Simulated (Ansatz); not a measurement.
**Random displacements in ZnS**

Theory: DFT r2SCAN, scalar-relativistic, plane waves, PAW (Ansatz 0.2.0). Cutoff 500 eV, Γ-centred 4×4×4 k-points, Gaussian smearing of 0.05 eV. No spin polarisation. Energies are free energies at this smearing, counted from the undisturbed cell; pressure is positive in compression.

Zero of the scan (relaxed at this level):

```
Zn S
1.0
     5.38903    0.00000    0.00000
     0.00000   -5.38903    0.00000
     0.00000    0.00000   -5.38903
Zn S
4 4
Direct
  0.00000 0.00000 0.00000
  0.50000 0.50000 0.00000
  0.50000 0.00000 0.50000
  0.00000 0.50000 0.50000
  0.75000 0.75000 0.75000
  0.25000 0.25000 0.75000
  0.25000 0.75000 0.25000
  0.75000 0.25000 0.25000
```

After a displacement of all atoms with no net shift, the run gives ΔE = 10.9 meV/atom; stress (xx, yy, zz, yz, xz, xy; compression positive) (0.21, 0.20, 0.18, -0.76, 0.16, -0.90) GPa; gap on the mesh 2.66 eV.

| atom | Fx (eV/Å) | Fy | Fz |
| --- | --- | --- | --- |
| Zn1 | -0.321 | 0.000 | -0.199 |
| Zn2 | -0.064 | -0.066 | -0.026 |
| Zn3 | -0.048 | 0.283 | -0.244 |
| Zn4 | -0.334 | -0.085 | -0.437 |
| S5 | -0.080 | 0.453 | 0.125 |
| S6 | 0.421 | -0.462 | -0.165 |
| S7 | 0.401 | 0.178 | 0.346 |
| S8 | 0.025 | -0.302 | 0.600 |

Task: Which displacements (Å, in the unstrained cell) and strain were applied?

Result:
```
atom ux uy uz
 Zn1   0.04   0.02   0.01
 Zn2   0.02   0.03   0.01
 Zn3  -0.01  -0.04   0.00
 Zn4   0.02  -0.01   0.06
  S5   0.00  -0.04  -0.01
  S6  -0.05   0.02   0.02
  S7  -0.01  -0.02  -0.03
  S8   0.00   0.03  -0.05
```
The cell is not strained.

Cost: 1 run of about 0.71 core-minutes, on AMD EPYC 7R43 (Zen 3) (shared hosts).